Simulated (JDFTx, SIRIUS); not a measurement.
AlN: programs and potentials compared

```xyz
2
Lattice="0.0000 2.1840 2.1840 2.1840 0.0000 2.1840 2.1840 2.1840 0.0000" Properties=species:S:1:pos:R:3 pbc="T T T"
Al    0.0000    0.0000    0.0000
N     1.0920    1.0920    1.0920
```

Measurements of this composition are mostly on another form, of space group No. 186.

Alike in all runs: task single point; functional LDA; k mesh 10 × 10 × 10; occupations fermi-dirac, width 0.05 eV; no spin polarisation; no spin-orbit coupling. LDA stands for any of its common fits. Pressure is positive in compression and, in plane waves, holds the error of the finite cutoff.

```json
{"program and potentials": "JDFTx, PseudoDojo-SR-LDA-0.4.1-standard with smoothed tails", "plane-wave cutoff (eV)": "1143", "notes": "-", "band gap (eV)": "3.26", "pressure (GPa)": "-4.81"}
{"program and potentials": "JDFTx, PseudoDojo-SR-LDA-0.4.1-standard", "plane-wave cutoff (eV)": "1143", "notes": "-", "band gap (eV)": "3.26", "pressure (GPa)": "-4.82"}
{"program and potentials": "SIRIUS, PseudoDojo 0.4.1 PBE standard (scalar relativistic)", "plane-wave cutoff (eV)": "1152", "notes": "potentials made for PBE", "band gap (eV)": "3.18", "pressure (GPa)": "1.81"}
```

The band gap spans 3.18 (SIRIUS, PseudoDojo 0.4.1 PBE standard (scalar relativistic)) to 3.26 eV (JDFTx, PseudoDojo-SR-LDA-0.4.1-standard with smoothed tails). The pressure spans -4.82 (JDFTx, PseudoDojo-SR-LDA-0.4.1-standard) to 1.81 GPa (SIRIUS, PseudoDojo 0.4.1 PBE standard (scalar relativistic)). The gap is indirect and read on the mesh alone.

Differences between rows come from potentials, basis sets and numerical settings, since the functional is the same but for its coding. Runs on potential files found faulty are left out.
